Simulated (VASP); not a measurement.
Wanted: the native input for a VASP 6.6.1 run.

- Task: Wannier functions by SCDM
- Functional: PBE
- Potentials or basis: VASP PAW PBE potentials, release 64 (Ge_d)
- Cutoff: 520 eV
- k mesh: 5 × 5 × 3
- Occupations: gaussian, width 0.02 eV
- Spin: no spin polarisation
- Further INCAR settings: ALGO = Normal; EDIFF = 1e-06; ISYM = -1

Crystal: Ge.

```xyz
2
Lattice="0.0000 -2.0984 -2.0984 0.0000 2.0984 -2.0984 4.1967 0.0000 0.0000" Properties=species:S:1:pos:R:3 pbc="T T T"
Ge    2.3019   -0.1270   -2.2039
Ge    3.9932   -1.9714   -1.9928
```

This isn't the form of Ge at room conditions, which is diamond.

The cell isn't the ideal one: a zone-boundary wave of random shape, sigma 0.15 Å.

These files were run (other wordings do the same):

POSCAR

```
Ge
1.0
    0.0000000000     -2.0983605200     -2.0983605200
    0.0000000000      2.0983605200     -2.0983605200
    4.1967210500      0.0000000000      0.0000000000
Ge
2
Direct
    0.5554013700      0.4948906800      0.5484903900
    0.9445986300      0.0051093200      0.9515096100
```

INCAR.step1

```
SYSTEM = Ge
ALGO = Normal
EDIFF = 1E-6
ENCUT = 520
GGA = PE
ISIF = 2
ISMEAR = 0
LASPH = .True.
LCHARG = .True.
LREAL = .False.
LWAVE = .True.
NELM = 80
PREC = Accurate
SIGMA = 0.02
```

INCAR.step2

```
SYSTEM = Ge
ALGO = Normal
EDIFF = 1E-6
ENCUT = 520
GGA = PE
ICHARG = 11
ISIF = 2
ISMEAR = 0
ISTART = 1
ISYM = -1
LASPH = .True.
LCHARG = .False.
LREAL = .False.
LSCDM = .True.
LWAVE = .False.
NELM = 80
NUM_WANN = 14
PREC = Accurate
SIGMA = 0.02
```

KPOINTS

```
k-points
0
Gamma
  5 5 3
  0 0 0
```

KPOINTS_OPT

```
path GXMGZRAZ,XR,MA
12
line-mode
reciprocal
 0.0000000000  0.0000000000  0.0000000000  G
 0.0000000000  0.5000000000  0.0000000000  X

 0.0000000000  0.5000000000  0.0000000000  X
 0.5000000000  0.5000000000  0.0000000000  M

 0.5000000000  0.5000000000  0.0000000000  M
 0.0000000000  0.0000000000  0.0000000000  G

 0.0000000000  0.0000000000  0.0000000000  G
 0.0000000000  0.0000000000  0.5000000000  Z

 0.0000000000  0.0000000000  0.5000000000  Z
 0.0000000000  0.5000000000  0.5000000000  R

 0.0000000000  0.5000000000  0.5000000000  R
 0.5000000000  0.5000000000  0.5000000000  A

 0.5000000000  0.5000000000  0.5000000000  A
 0.0000000000  0.0000000000  0.5000000000  Z

 0.0000000000  0.5000000000  0.0000000000  X
 0.0000000000  0.5000000000  0.5000000000  R

 0.5000000000  0.5000000000  0.0000000000  M
 0.5000000000  0.5000000000  0.5000000000  A
```

KPOINTS_WAN

```
path GXMGZRAZ,XR,MA
12
line-mode
reciprocal
 0.0000000000  0.0000000000  0.0000000000  G
 0.0000000000  0.5000000000  0.0000000000  X

 0.0000000000  0.5000000000  0.0000000000  X
 0.5000000000  0.5000000000  0.0000000000  M

 0.5000000000  0.5000000000  0.0000000000  M
 0.0000000000  0.0000000000  0.0000000000  G

 0.0000000000  0.0000000000  0.0000000000  G
 0.0000000000  0.0000000000  0.5000000000  Z

 0.0000000000  0.0000000000  0.5000000000  Z
 0.0000000000  0.5000000000  0.5000000000  R

 0.0000000000  0.5000000000  0.5000000000  R
 0.5000000000  0.5000000000  0.5000000000  A

 0.5000000000  0.5000000000  0.5000000000  A
 0.0000000000  0.0000000000  0.5000000000  Z

 0.0000000000  0.5000000000  0.0000000000  X
 0.0000000000  0.5000000000  0.5000000000  R

 0.5000000000  0.5000000000  0.0000000000  M
 0.5000000000  0.5000000000  0.5000000000  A
```

Potentials or basis: VASP PAW PBE potentials, release 64 (Ge_d).

The run is started by

```sh
$ cat potpaw_PBE.64/Ge_d/POTCAR > POTCAR
$ cp INCAR.step1 INCAR
$ mpirun -np 1 vasp_std > vasp.out
$ cp INCAR.step2 INCAR
$ mpirun -np 1 vasp_std > vasp.out
```

Results of the run:

```yaml
Band_gap_along_the_path: none (metal or under the smearing width)
```

Caveat: the k mesh is coarse (spacing up to 0.50 Å⁻¹), so the values aren't converged.

It took 41 s on 1 thread of Intel(R) Xeon(R) Platinum 8488C (Sapphire Rapids), on a shared host, peak memory 0.18 GiB.
